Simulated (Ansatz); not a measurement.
## Zinc-blende InN (metastable phase)

Calculation: r²SCAN+SOC in Ansatz (plane waves, PAW).

Run with plane-wave cutoff 560 eV, 12×12×12 k mesh, Fermi–Dirac smearing 0.01 eV, PAW data made under PBE.

Cell (relaxed at this level):

```xyz
2
Lattice="0.0000 2.4990 2.4990 2.4990 0.0000 2.4990 2.4990 2.4990 0.0000" Properties=species:S:1:pos:R:3 pbc="T T T"
In     0.0000     0.0000     0.0000
N      1.2495     1.2495     1.2495
```

For zinc-blende InN (metastable phase), the bulk modulus B0 is 140 GPa and the band gap is zero (no gap). The pressure derivative B′ of the bulk modulus is 4.5.

Measured, for comparison: band gap 0.61 eV (low temperature, zero-point motion not removed, photoluminescence, epilayer; as tabulated in Schörmann, As, Lischka, Schley, Goldhahn et al., Appl. Phys. Lett. 89, 261903 …). Computed (rounded) less measured: band gap -0.61 eV.

Note: the gap of the solid is closed in this run; this level leaves the solid without a gap, although one is measured.

The computed numbers hold no vibrational or temperature effects.

It cost very roughly 9 core-minutes of CPU time.

Ansatz is a quantum-chemistry and plane-wave program.
